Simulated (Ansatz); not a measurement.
GaP (rocksalt type), DFT, PBE, all-electron PAW with datasets made for the crystal, scalar-relativistic (Ansatz 0.2.0), on 1 thread of Intel(R) Xeon(R) Platinum 8488C (Sapphire Rapids) (shared host).

Command: `ansatz run input.yaml --threads 1 --pin off --max-ram 2048MiB --backend cpu --events-out ev --progress --plain --runs-dir out`

```yaml
crystal:
  lattice:
    - [0.0, 2.223432203, 2.223432203]
    - [2.223432203, 0.0, 2.223432203]
    - [2.223432203, 2.223432203, 0.0]
  atoms:
    - { symbol: Ga, position: [0.0, 0.0, 0.0] }
    - { symbol: P, position: [0.5, 0.5, 0.5] }
kpoints:
  mp_grid: { grid: [14, 14, 14] }
scf:
  occupations: { method: fermi_dirac, width: 0.1 }
hamiltonian:
  xc: pbe
  pseudopotentials: { kind: all_electron, datasets: crystal }
output:
  forces: true
  stress: true
  eigenvalues: true
```

(1) How large is the problem that the program sets up?

(2) About how long does it take, and how much memory?

Answers

(1) 104 irreducible k-points, 283 plane waves at Γ, 13 bands.

(2) 8.1 s of wall time for 8 SCF iterations, with a peak of 0.54 GiB. Times on shared machines scatter by tens of per cent.
